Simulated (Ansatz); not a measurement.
## Relaxing B

These are results of DFT PBE, scalar-relativistic, plane waves, PAW in Ansatz 0.2.0, not measurements. Cutoff 420 eV, Γ-centred k mesh, Gaussian smearing, no spin polarisation in the final step.

The start puts B on the dhcp structure type (P6_3/mmc, No. 194), at a guessed volume.

```xyz
4
Lattice="2.2035 0.0000 0.0000 -1.1017 1.9083 0.0000 0.0000 0.0000 7.1067" Properties=species:S:1:pos:R:3 pbc="T T T"
B     0.0000    0.0000    0.0000
B     0.0000    0.0000    3.5534
B     0.0000    1.2722    5.3300
B     1.1017    0.6361    1.7767
```

Cell and atoms relax at zero pressure; the relaxation can't lower the symmetry of the start. After a coarse first stage the cell is made exact in the group found at 0.06 Å.

Energies count from the standard state of B at the same level.

Problem. Describe the relaxed structure.

Solution. It keeps P6_3/mmc (No. 194), but not the shape of the type it started on. Conventional cell: a = 2.334 Å, c = 5.466 Å. B on Wyckoff site a (2 atoms of the primitive cell) has 6 B at 1.92 Å; B on Wyckoff site d (2 atoms of the primitive cell) has 6 B at 1.92 Å and 6 B at 2.33 Å.

Space group P6_3/mmc (No. 194). a = 2.334 Å, b = 2.334 Å, c = 5.466 Å, α = 90.00°, β = 90.00°, γ = 120.00°
```csv
atom,site,symmetry,x,y,z
B,2a,-3m.,0.0000,0.0000,0.0000
B,2d,-6m2,0.3333,0.6667,0.7500
```

Problem. What are its volume, energy, density and gap?

Solution. The volume per atom is 6.45 Å³. The density is 2.78 g/cm³, the energy over the standard structure is 1.29 eV/atom and the gap on the 24×24×8 mesh is 0 eV (a metal).

The final run used a 24×24×8 mesh on its 4-atom cell and 0.10 eV smearing. The k mesh leaves about 4 meV/atom of noise in metals. A later test with randomly moved atoms lowered the energy by 933 meV/atom on a coarse mesh, so it isn't stable against such moves and is likely a saddle point held by symmetry.

This form isn't the element's structure at ambient conditions.